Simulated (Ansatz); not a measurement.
The elements of this relaxed trial crystal are hidden behind letters.

```
lattice vectors (Å)
   4.3437    0.0000    0.0000
   0.0000    4.3437    0.0000
   0.0000    0.0000    4.3437
fractional positions
X 0.2500 0.2500 0.2500
X 0.7500 0.7500 0.2500
X 0.7500 0.2500 0.7500
X 0.2500 0.7500 0.7500
Z 0.5000 0.5000 0.5000
Z 0.0000 0.0000 0.0000
```

Computed with Ansatz 0.2.0, DFT PBE, scalar-relativistic, plane waves, PAW. Plane waves to 420 eV, a 10×10×10 mesh through Γ for the 6-atom cell and 0.10 eV Gaussian smearing; no spin polarisation.

```
Space group                                 : Pn-3m (No. 224)
Conventional cell                           : a = 4.344 Å
Volume per atom                             : 13.66 Å³
Density                                     : 7.57 g/cm³
Energy over the elements                    : +0.09 eV/atom
Gap on the 10×10×10 mesh of the 6-atom cell : 0 eV (a metal)
```

Energies are uncorrected and count from the elements' standard states at the same level.

Problem. X is a d-block element of period 5 and Z is an s-block element of period 1. Which elements are they?

Solution. X = Nb, Z = H, so the formula is Nb2H, here in the cuprite type. Density times volume gives a mean mass of 7.57 × 13.66/1.6605 = 62.3 u per atom, and this set has 62.3 u. Among the elements that the hints allow, noble gases aside, only these give it. Nb has 2 H at 1.88 Å and 12 Nb at 3.07 Å; H has 4 Nb at 1.88 Å.

A structure relaxed within its symmetry needn't be a true minimum.
